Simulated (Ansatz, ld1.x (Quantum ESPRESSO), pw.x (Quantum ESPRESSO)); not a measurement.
## Cd (Z = 48): one change to the ultrasoft potential, in the atom and in the fcc crystal

```json
{
  "Element": "cadmium (Cd)",
  "Generator": "ld1.x (Quantum ESPRESSO) 7.5",
  "Type": "ultrasoft",
  "Functional": "PBE",
  "Relativity": "scalar-relativistic",
  "Frozen core": "[Kr] 4d10",
  "Valence charge": "2",
  "Reference configuration": "5s2 5p0",
  "Partial waves": "5s (bound): rcut 1.70, rcutus 2.35 bohr; 5s channel at 0.25 Ry: rcut 1.70, rcutus 2.35 bohr; 5p (bound, empty): rcut 3.25, rcutus 3.60 bohr; 5p channel at 0.25 Ry: rcut 3.25, rcutus 3.60 bohr; 5d channel at 0.3 Ry: rcut 3.20, rcutus 3.70 bohr",
  "Local potential": "all-electron potential smoothed inside 2.10 bohr (lloc = -1)",
  "Core correction": "a·sin(br)/r model core inside 1.75 bohr",
  "Augmentation charge": "built from norm-conserving waves at rcut, not smoothed further"
}
```

Change: type TM; waves now 5s (bound): rc 2.35 bohr; 5p (bound): rc 3.60 bohr; 5d channel at 0.3 Ry: rc 3.70 bohr; local potential all-electron potential smoothed inside 2.85 bohr (lloc = -1).

Cutoffs, loose and tight: the cutoffs (Ry, on a coarse ladder) from which the occupation-weighted sum of valence levels, in a spherical-Bessel basis at the reference potential, stays within 10 and 1 mRy of its value at 400 Ry. They do not see the model core or the augmentation charge, which bear on the density cutoff. Test errors are all-electron minus pseudo excitation energies from the reference, over the configurations 5s1 5p0; 5s1.5 5p0; 5s1 5p1; 5s0 5p1; 5s0 5p2; variants that change the core or the reference have their own tests.

Crystal test: fcc Cd in pw.x 7.5, no spin, 13³ k-points, Fermi–Dirac smearing 0.01 Ry, cutoffs set for each file from its atomic test. The reference is all-electron LAPW (Ansatz 0.2.0) with the same functional, mesh and smearing; V0 and B0 come from Birch–Murnaghan fits to the pressures at five volumes. Errors are pseudo minus all-electron; Δ is the rms difference of the E(V) curves that follow from these fits, minima aligned, over ±6 % about the mean V0. Mesh and smearing are coarse, so the numbers serve the comparison and aren't converged zero-temperature values; the lattice is a test structure that the element need not adopt.

All-electron: a0 = 4.506 Å (V0 = 22.87 Å³/atom), B0 = 41.2 GPa.

**Question.** Does the change bring the crystal closer to the all-electron result?

**Answer.** The mean pressure error goes from -3.51 to -3.90 GPa, so the change moves the solid further from the all-electron pressures. Neither pressure curve crosses zero within the volumes sampled, so no fits are given.

```tsv
quantity	base	changed
outcome (atom)	generated	generated
cutoff, loose (atom)	6 Ry	8 Ry
cutoff, tight (atom)	8 Ry	21 Ry
bound ghosts (atom)	none	none
largest test error (meV) (atom)	-263	-229
cutoffs in pw.x (Ry)	40/600	50/200
mean pressure error (GPa)	-3.51	-3.90
```

Base: The largest radius (3.70 bohr) exceeds half the bond length (3.01 bohr), so the spheres overlap, which is one possible source of error among others. This is a poor potential for the solid. Changed file: The largest radius (3.70 bohr) exceeds half the bond length (3.01 bohr), so the spheres overlap, which is one possible source of error among others. This is a poor potential for the solid. The atomic cutoffs weigh occupied waves only.
